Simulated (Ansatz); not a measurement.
Crystal: LiF (Griceite).

```
CELL_PARAMETERS angstrom
0.00000 2.01400 2.01400
2.01400 0.00000 2.01400
2.01400 2.01400 0.00000
ATOMIC_POSITIONS crystal
F 0.50000 0.50000 0.50000
Li 0.00000 0.00000 0.00000
```

Base run:

```yaml
Program: Ansatz 0.2.0
Functional: PBE0
Potentials_or_basis: all-electron PAW datasets made for the crystal
Cutoff: 430 eV
Density_cutoff: 1720 eV
k_mesh: 8 × 8 × 8
Occupations: fermi-dirac, width 0.05 eV
Spin: no spin polarisation
```

Its results: band gap on the k mesh 12.13 eV, direct.

Task: After a change of settings the same cell gave: band gap on the k mesh 9.07 eV, direct. Which change was it?
A. functional from PBE0 to PBE; cutoff from 430 eV to 380 eV; density cutoff from 1720 eV to 1900 eV
B. functional from PBE0 to PBEsol; cutoff from 430 eV to 380 eV; density cutoff from 1720 eV to 1900 eV
C. functional from PBE0 to HSE06

Result: A.

PBE0 gives the wider gap, since exact exchange removes part of the self-interaction.

Not every run made on this cell is shown here.
